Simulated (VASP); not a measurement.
# Nb (Im-3m) in VASP: elastic constants with LDA

Aim: the elastic constants of Nb with LDA.

Program: VASP 6.6.1. These are calculated values, not measurements. Logs are shortened: lines on timing, memory, paths and dates and some standing lists are left out, and cuts for length are marked.

## Step 1: The crystal as given

It takes space group Im-3m (No. 229, cubic). The conventional cell has a = 3.318 Å, b = 3.318 Å, c = 3.318 Å, α = 90.00°, β = 90.00°, γ = 90.00°. Around Nb (site symmetry m-3m) lie 8 Nb at 2.87 Å.

## Step 2: Elastic constants, LDA

POSCAR reads:

```
Nb
1.0
   -1.6588161900      1.6588161900      1.6588161900
    1.6588161900     -1.6588161900      1.6588161900
    1.6588161900      1.6588161900     -1.6588161900
Nb
1
Direct
    0.0000000000      0.0000000000      0.0000000000
```

INCAR.step1 reads:

```
SYSTEM = Nb
PREC = Accurate ; ENCUT = 600
EDIFF = 1E-8 ; ISMEAR = 0
SIGMA = 0.1 ; LREAL = .False.
LASPH = .True. ; NELM = 100
ALGO = Normal ; ISIF = 3
LWAVE = .False. ; LCHARG = .False.
GGA = CA ; IBRION = 2
NSW = 40 ; EDIFFG = -0.002
```

INCAR.step2 reads:

```
SYSTEM = Nb
PREC = Accurate ; ENCUT = 600
EDIFF = 1E-8 ; ISMEAR = 0
SIGMA = 0.1 ; LREAL = .False.
LASPH = .True. ; NELM = 100
ALGO = Normal ; ISIF = 3
LWAVE = .False. ; LCHARG = .False.
GGA = CA ; IBRION = 6
NFREE = 2 ; POTIM = 0.015
NSW = 1
```

KPOINTS reads:

```
Automatic mesh
0
Gamma
  18 18 18
  0 0 0
```

Potentials or basis: VASP PAW LDA potentials, release 64 (Nb_sv).

Run with:

```bash
> cat potpaw_LDA.64/Nb_sv/POTCAR > POTCAR
> cp INCAR.step1 INCAR
> mpirun -np 1 vasp_std > vasp.out
> cp CONTCAR POSCAR
> cp INCAR.step2 INCAR
> mpirun -np 1 vasp_std > vasp.out
```

OUTCAR:

```text
SYSTEM = Nb
   PREC = Accurate
   ENCUT = 600
   EDIFF = 1E-8
   ISMEAR = 0
   LREAL = .False.
   LASPH = .True.
   NELM = 100
   ISIF = 3
   GGA = CA
   IBRION = 6
   NFREE = 2
   POTIM = 0.015
   NSW = 1

 ion  position               nearest neighbor table
   1  0.000  0.000  0.000-

  LATTYP: Found a body centered cubic cell.
 ALAT       =     3.2471157853

  Lattice vectors:

 A1 = (  -1.6235578926,   1.6235578926,   1.6235578926)
 A2 = (   1.6235578926,  -1.6235578926,   1.6235578926)
 A3 = (   1.6235578926,   1.6235578926,  -1.6235578926)

Analysis of symmetry for initial positions (statically):
=====================================================================
 Subroutine PRICEL returns:
 Original cell was already a primitive cell.

 Routine SETGRP: Setting up the symmetry group for a
 body centered cubic supercell.

 Subroutine GETGRP returns: Found 48 space group operations
 (whereof 48 operations were pure point group operations)
 out of a pool of 48 trial point group operations.

The static configuration has the point symmetry O_h .

Analysis of symmetry for dynamics (positions and initial velocities):
=====================================================================
 Subroutine PRICEL returns:
 Original cell was already a primitive cell.

 Routine SETGRP: Setting up the symmetry group for a
 body centered cubic supercell.

 Subroutine GETGRP returns: Found 48 space group operations
 (whereof 48 operations were pure point group operations)
 out of a pool of 48 trial point group operations.

The dynamic configuration has the point symmetry O_h .

 Subroutine INISYM returns: Found 48 space group operations
 (whereof 48 operations are pure point group operations),
 and found     1 'primitive' translations

----------------------------------------------------------------------------------------

                                     Primitive cell

  volume of cell :      17.1184

  direct lattice vectors                    reciprocal lattice vectors
    -1.623557893  1.623557893  1.623557893     0.000000000  0.307965612  0.307965612
     1.623557893 -1.623557893  1.623557893     0.307965612  0.000000000  0.307965612
     1.623557893  1.623557893 -1.623557893     0.307965612  0.307965612  0.000000000

  length of vectors
     2.812084759  2.812084759  2.812084759     0.435529145  0.435529145  0.435529145

  position of ions in fractional coordinates (direct lattice)
     0.000000000  0.000000000  0.000000000

  ion indices of the primitive-cell ions
   primitive index   ion index
                 1           1

----------------------------------------------------------------------------------------

 KPOINTS: Automatic mesh

Automatic generation of k-mesh.
 Grid dimensions read from file:
 generate k-points for:   18   18   18

 Generating k-lattice:

  Cartesian coordinates                     Fractional coordinates (reciprocal lattice)
     0.000000000  0.017109201  0.017109201     0.055555556  0.000000000  0.000000000
     0.017109201  0.000000000  0.017109201     0.000000000  0.055555556  0.000000000
     0.017109201  0.017109201  0.000000000     0.000000000  0.000000000  0.055555556

  Length of vectors
     0.024196064  0.024196064  0.024196064

  Shift w.r.t. Gamma in fractional coordinates (k-lattice)
     0.000000000  0.000000000  0.000000000

 Subroutine IBZKPT returns following result:
 ===========================================

 Found    195 irreducible k-points:

 Following reciprocal coordinates:
            Coordinates               Weight
  0.000000  0.000000  0.000000      1.000000
  0.055556  0.000000  0.000000     12.000000
  0.111111  0.000000  0.000000     12.000000
  0.166667  0.000000  0.000000     12.000000
  0.222222  0.000000  0.000000     12.000000
[... 48 lines left out ...]
   PSTRESS=    0.0 pullay stress
   NELECT =      13.0000    total number of electrons
   NUPDOWN=      -1.0000    fix difference up-down
   EMIN   =  10.00;   EMAX   =-10.00  energy-range for DOS
   EFERMI =   0.00;   METHOD = LEGACY
   ISMEAR =     0;   SIGMA  =   0.10  broadening in eV -4-tet -1-fermi 0-gaus
   EFERMI_NEDOS =   21; number of points for ismear=-14 and -15
   IALGO  =     38    algorithm
   IMIX   =      4    mixing-type and parameters
     AMIX     =   0.40;   BMIX     =  1.00
     AMIX_MAG =   1.60;   BMIX_MAG =  1.00
  volume/ion in A,a.u.               =      17.12       115.52
  Fermi-wavevector in a.u.,A,eV,Ry     =   1.493602  2.822498 30.352509  2.230846
  Thomas-Fermi vector in A             =   2.605981
   LORBIT       =      0    0 simple, 1 ext, 2 COOP (PROOUT), +10 PAW based schemes
   GGA     = CA    functional components
   LHFCALC =     F    Hartree Fock is set to
   AEXX    =    0.0000 exact exchange contribution
   IVDW    =     0    specifies the selected vdW correction
   LEPSILON=     F    determine dielectric tensor
   LRPA    =     F    only Hartree local field effects (RPA)
 finite differences with symmetry
 non-spin polarized calculation
 Gauss-broadening in eV      SIGMA  =   0.10
  energy-cutoff  :      600.00
  volume of cell :       17.12
 maximum number of plane-waves:       603
   NGX = 11   NGY = 11   NGZ = 11

--------------------------------------- Ionic step        1  -------------------------------------------

 number of electron      13.0000001 magnetization

 Free energy of the ion-electron system (eV)
  ---------------------------------------------------
  ext. energy  EPLUGINS =         0.00000000
  ---------------------------------------------------
  free energy    TOTEN  =       -11.25885161 eV

  energy without entropy =      -11.25120594  energy(sigma->0) =      -11.25502877

------------------------ aborting loop because EDIFF is reached ----------------------------------------

  FORCE on cell =-STRESS in cart. coord.  units (eV):
  Direction    XX          YY          ZZ          XY          YZ          ZX
  --------------------------------------------------------------------------------------
  -------------------------------------------------------------------------------------
  Total       -0.0000501     -0.0000501     -0.0000501      0.0000000      0.0000000      0.0000000
  in kB       -0.0046932     -0.0046932     -0.0046932      0.0000000      0.0000000      0.0000000
  external PRESSURE =      -0.0046932 kB  Pullay stress =       0.0000000 kB
[... 86 lines left out ...]
  FREE ENERGIE OF THE ION-ELECTRON SYSTEM (eV)
  ---------------------------------------------------
  free  energy   TOTEN  =       -11.2556203691 eV

  energy  without entropy=      -11.2481364095  energy(sigma->0) =      -11.25187839

[... ionic steps 4 to 12 ...]

--------------------------------------- Ionic step       13  -------------------------------------------

 number of electron      13.0000001 magnetization

------------------------ aborting loop because EDIFF is reached ----------------------------------------
[... 65 lines left out ...]
--------------------------------------- Ionic step       15  -------------------------------------------

 number of electron      13.0000000 magnetization

 Free energy of the ion-electron system (eV)
  ---------------------------------------------------
  ext. energy  EPLUGINS =         0.00000000
  ---------------------------------------------------
  free energy    TOTEN  =       -11.25885150 eV

  energy without entropy =      -11.25120582  energy(sigma->0) =      -11.25502866

 E-fermi :  11.7153     XC(G=0): -12.9786

 val. band max:       11.7138080844   @ k =  -0.1111   0.1667   0.0556
 cond. band min:      11.7184695527   @ k =   0.1111   0.0000   0.0000
 fundamental gap:      0.0046614683
 Fermi energy:        11.7152574645

 k-point     1 :       0.0000    0.0000    0.0000
  band No.  band energies     occupation
      1     -42.2936      2.00000
      2     -17.6219      2.00000
      3     -17.6219      2.00000
      4     -17.6219      2.00000
      5       5.7092      2.00000
      6      12.0397      0.00000
      7      12.0397      0.00000
      8      12.0397      0.00000
      9      15.1151      0.00000
     10      15.1151      0.00000
[... 287 lines left out ...]
 k-point    24 :       0.3889    0.1111    0.0000
  band No.  band energies     occupation
      1     -41.9855      2.00000
      2     -19.1332      2.00000
      3     -18.1734      2.00000
      4     -17.7090      2.00000
      5       8.1899      2.00000
      6      10.0328      2.00000
      7      13.0195      0.00000
      8      15.0241      0.00000
      9      16.2026      0.00000
     10      18.9127      0.00000

 [... further k-points ...]

------------------------ aborting loop because EDIFF is reached ----------------------------------------

  FORCE on cell =-STRESS in cart. coord.  units (eV):
  Direction    XX          YY          ZZ          XY          YZ          ZX
  --------------------------------------------------------------------------------------
  -------------------------------------------------------------------------------------
  Total       -0.0001115     -0.0001115     -0.0001115     -0.0000000      0.0000000      0.0000000
  in kB       -0.0104378     -0.0104378     -0.0104378     -0.0000000      0.0000000      0.0000000
  external PRESSURE =      -0.0104378 kB  Pullay stress =       0.0000000 kB
[... 16 lines left out ...]
  FREE ENERGIE OF THE ION-ELECTRON SYSTEM (eV)
  ---------------------------------------------------
  free  energy   TOTEN  =       -11.2588514964 eV

  energy  without entropy=      -11.2512058189  energy(sigma->0) =      -11.25502866

 INTERNAL STRAIN TENSORS FROM STRAINED CELLS
 ============================================

 INTERNAL STRAIN TENSOR FOR ION    1 for displacements in x,y,z  (eV/Angst):
          X           Y           Z          XY          YZ          ZX
  --------------------------------------------------------------------------------
  x    -0.00000     0.00000    -0.00000    -0.00000     0.00000    -0.00000
  y     0.00000     0.00000    -0.00000     0.00000    -0.00000    -0.00000
  z     0.00000    -0.00000     0.00000    -0.00000    -0.00000    -0.00000

 INTERNAL STRAIN TENSORS FROM DISPLACED ATOMS
 ============================================

 INTERNAL STRAIN TENSOR FOR ION    1 for displacements in x,y,z  (eV/Angst):
          X           Y           Z          XY          YZ          ZX
  --------------------------------------------------------------------------------
  x     0.00000     0.00000     0.00000     0.00000     0.00000     0.00000
  y     0.00000     0.00000     0.00000     0.00000     0.00000     0.00000
  z     0.00000     0.00000     0.00000     0.00000     0.00000     0.00000

 Eigenvectors and eigenvalues of the dynamical matrix
 ----------------------------------------------------

   1 f/i=    0.000000 THz     0.000000 2PiTHz    0.000000 cm-1     0.000000 meV
             X         Y         Z           dx          dy          dz
      0.000000  0.000000  0.000000     0.254171    0.967159    0.000000

   2 f/i=    0.000000 THz     0.000000 2PiTHz    0.000000 cm-1     0.000000 meV
             X         Y         Z           dx          dy          dz
      0.000000  0.000000  0.000000    -0.967159    0.254171    0.000000

   3 f/i=    0.000000 THz     0.000000 2PiTHz    0.000000 cm-1     0.000000 meV
             X         Y         Z           dx          dy          dz
      0.000000  0.000000  0.000000     0.000000    0.000000    1.000000

--------------------------------------------------------------------------------------------------------

 ELASTIC MODULI CONTR FROM IONIC RELAXATION (kBar)
 Direction    XX          YY          ZZ          XY          YZ          ZX
 --------------------------------------------------------------------------------
 XX           0.0000      0.0000      0.0000      0.0000      0.0000      0.0000
 YY           0.0000      0.0000      0.0000      0.0000      0.0000      0.0000
 ZZ           0.0000      0.0000      0.0000      0.0000      0.0000      0.0000
 XY           0.0000      0.0000      0.0000      0.0000      0.0000      0.0000
 YZ           0.0000      0.0000      0.0000      0.0000      0.0000      0.0000
 ZX           0.0000      0.0000      0.0000      0.0000      0.0000      0.0000
 --------------------------------------------------------------------------------

 TOTAL ELASTIC MODULI (kBar)
 Direction    XX          YY          ZZ          XY          YZ          ZX
 --------------------------------------------------------------------------------
 XX        2655.5788   1485.6763   1485.6763     -0.0000      0.0000     -0.0000
 YY        1485.6763   2655.5788   1485.6763     -0.0000      0.0000      0.0000
 ZZ        1485.6763   1485.6763   2655.5788      0.0000      0.0000     -0.0000
 XY          -0.0000     -0.0000      0.0000    -18.2892     -0.0000      0.0000
 YZ           0.0000      0.0000      0.0000     -0.0000    -18.2892      0.0000
 ZX          -0.0000      0.0000     -0.0000      0.0000      0.0000    -18.2892
 --------------------------------------------------------------------------------
```

Wall time 10 min (1 thread of Intel Xeon 6975P-C (Granite Rapids), shared host); peak memory 0.67 GiB.

What came out:

- Relaxed volume: 17.12 Å³/atom
- Relaxed cell: a = 2.812 Å, b = 2.812 Å, c = 2.812 Å, α = 109.47°, β = 109.47°, γ = 109.47°
- Space group after relaxing (to 0.05 Å): Im-3m (No. 229)
- Elastic constants C11, C12, C44: 266, 149, -2 GPa
- Voigt bulk modulus: 188 GPa

Step by step:
| step | energy change (eV) | largest force (eV/Å) | pressure (GPa) | volume (Å³) |
| --- | --- | --- | --- | --- |
| 1 | 0.0000 | 0.0000 | -10.81 | 18.26 |
| 2 | 0.1113 | 0.0000 | 27.74 | 15.19 |
| 3 | -0.0403 | 0.0000 | -0.43 | 17.16 |
| 4 | -0.0404 | 0.0000 | -0.05 | 17.12 |
| 5 | -0.0404 | 0.0000 | 0.20 | 17.10 |
| 6 | -0.0403 | 0.0000 | -0.30 | 17.15 |
| 7 | -0.0404 | 0.0000 | 0.00 | 17.12 |

Final structure:
```cif
data_structure
_symmetry_space_group_name_H-M 'P 1'
_symmetry_Int_Tables_number 1
_cell_length_a 2.8121
_cell_length_b 2.8121
_cell_length_c 2.8121
_cell_angle_alpha 109.471
_cell_angle_beta 109.471
_cell_angle_gamma 109.471
_cell_volume 17.12
loop_
_atom_site_label
_atom_site_type_symbol
_atom_site_fract_x
_atom_site_fract_y
_atom_site_fract_z
_atom_site_occupancy
Nb1 Nb 0.00000 0.00000 0.00000 1
```

Elastic tensor in Voigt notation (GPa, in the Cartesian axes of the cell as first typed):
```
266 149 149   0   0   0
149 266 149   0   0   0
149 149 266   0   0   0
  0   0   0  -2   0   0
  0   0   0   0  -2   0
  0   0   0   0   0  -2
```

Clamped-ion elastic tensor (GPa):
```
266 149 149   0   0   0
149 266 149   0   0   0
149 149 266   0   0   0
  0   0   0  -2   0   0
  0   0   0   0  -2   0
  0   0   0   0   0  -2
```

Caveat: the elastic tensor has a negative eigenvalue, so either the cell is unstable as it stands or the mesh is too thin.
